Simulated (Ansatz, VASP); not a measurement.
Two plane-wave programs on Pt

```
CELL_PARAMETERS angstrom
0.00000 1.80736 1.80736
1.80736 0.00000 1.80736
1.80736 1.80736 0.00000
ATOMIC_POSITIONS crystal
Pt 0.00000 0.00000 0.00000
```

Change from the starting cell: volume scaled by 0.8, PAW files.

Alike in both runs: task single point; functional LDA; k mesh 17 × 17 × 17; occupations fermi-dirac, width 0.05 eV; no spin polarisation.

|  | VASP | Ansatz |
| --- | --- | --- |
| version | VASP 6.6.1 | Ansatz 0.2.0 |
| potentials or method | VASP PAW LDA potentials, release 64 (Pt) | PAW with Ansatz's default frozen-core files, scalar-relativistic |
| plane-wave cutoff (eV) | 520 | 420 |
| valence electrons in the cell | 10 | 18 |

Ansatz gave:

```
pressure (GPa) : 122.7
```

**Question.** What did VASP give for the same quantities?

**Answer.** Pressure (GPa): 125.3.

The two sets of potentials don't hold the same shells in valence.

Caveats: the cell as given lies far from equilibrium; so large a pressure means that the cell lies far from this level's equilibrium, or that cutoff or potentials fall short (VASP). Spin-orbit coupling is left out, which matters for the levels of Pt.
